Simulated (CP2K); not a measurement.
Crystal: ZrO.

```
Zr O
1.0
     3.44330    0.00000    0.00000
    -1.50526    3.09685    0.00000
     0.00000    0.00000    2.61994
Zr O
1 1
Direct
  0.00000 0.00000 0.00000
  0.50000 0.50000 0.00000
```

The cell was built by a generator and needn't be a form met in nature.

Base run:

* Program: CP2K 2026.2
* Functional: HLE16
* Potentials or basis: GTH_POTENTIALS Zr GTH-PBE-q12, O GTH-PBE-q6; DZVP-MOLOPT-SR-GTH basis
* Density cutoff: 8163 eV
* k mesh: 9 × 9 × 10
* Occupations: fermi-dirac, width 0.05 eV
* Spin: no spin polarisation

Its results: band gap on the k mesh none (metal or under the smearing width); pressure 26.4 GPa.

Task: The run is repeated on the same cell with these changes: functional from HLE16 to PBE. What comes out?

Result: Band gap on the k mesh none (metal or under the smearing width); pressure 62.2 GPa.

Caveats: the basis of atomic orbitals isn't converged, which shifts pressures, moduli and gaps; the potentials were made for a functional far from this one (some runs); the potentials were made for another functional, which shifts forces and pressure (some runs); a pressure of tens of GPa on the cell as given is suspect, and the run, the potentials or the cell itself is likely at fault (some runs).
